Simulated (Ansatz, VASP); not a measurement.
TaN in VASP and in Ansatz

The input INCAR:

```
SYSTEM = TaN
ALGO = Normal
EDIFF = 1E-6
ENCUT = 520
GGA = PS
ISIF = 2
ISMEAR = 0
LASPH = .TRUE.
LCHARG = .FALSE.
LREAL = .FALSE.
LWAVE = .FALSE.
NBANDS = 15
NELM = 60
PREC = Accurate
SIGMA = 0.1
```

KPOINTS

```
k-points
0
G
  14 14 16
  0 0 0
```

The input POSCAR:

```
TaN
1.0
    0.0122459800      2.2258920800      2.2407528600
    2.2219698800     -0.0158849100      2.2688837500
    2.1034758600      2.1355289500      0.1026091100
Ta N
1 1
Direct
    0.4850321248      0.4934121156      0.5221454796
    0.0149678752      0.0065878844     -0.0221454796
```

Input for Ansatz:

```yaml
crystal:
  lattice:
    - [0.01224598, 2.22589208, 2.24075286]
    - [2.22196988, -0.01588491, 2.26888375]
    - [2.10347586, 2.13552895, 0.10260911]
  atoms:
    - { symbol: Ta, position: [0.4850321248, 0.4934121156, 0.5221454796] }
    - { symbol: "N", position: [0.0149678752, 0.0065878844, -0.0221454796] }
basis:
  ecutwfc: 420
kpoints:
  mp_grid: { grid: [14, 14, 16] }
hamiltonian:
  xc: pbesol
scf:
  occupations: { method: gaussian, width: 0.1 }
output:
  forces: true
  stress: true
  eigenvalues: true
```

Change from the starting cell: all atoms moved at random, cell strained at random.

Alike in both runs: task single point; functional PBEsol; k mesh 14 × 14 × 16; occupations gaussian, width 0.1 eV; no spin polarisation.

|  | VASP | Ansatz |
| --- | --- | --- |
| version | VASP 6.6.1 | Ansatz 0.2.0 |
| potentials or method | VASP PAW PBE potentials, release 64 (Ta_pv, N) | scalar-relativistic, plane waves, PAW |
| plane-wave cutoff (eV) | 520 | 420 |
| valence electrons in the cell | 16 | 18 |

Ansatz gave:

| Quantity | Value |
| --- | --- |
| gap on the k mesh at the Fermi level (eV) | none |
| pressure (GPa) | 5.8 |
| largest component of the traceless stress (GPa) | 8.31 |
| rms of the force components (eV/Å) | 0.582 |

Question: Which values does VASP return?

Answer: gap on the k mesh at the Fermi level (eV): none; pressure (GPa): 6.9; largest component of the traceless stress (GPa): 8.40; rms of the force components (eV/Å): 0.585.

Atom by atom the forces differ by 0.003 eV/Å (rms over components). A gap of «none» marks a metal or a gap that the smearing closes. The two sets of potentials don't hold the same shells in valence.

Caveats: the PAW data sets were made with another functional, which shifts forces and pressure a little (VASP). Spin-orbit coupling is left out, which matters for the levels of Ta.
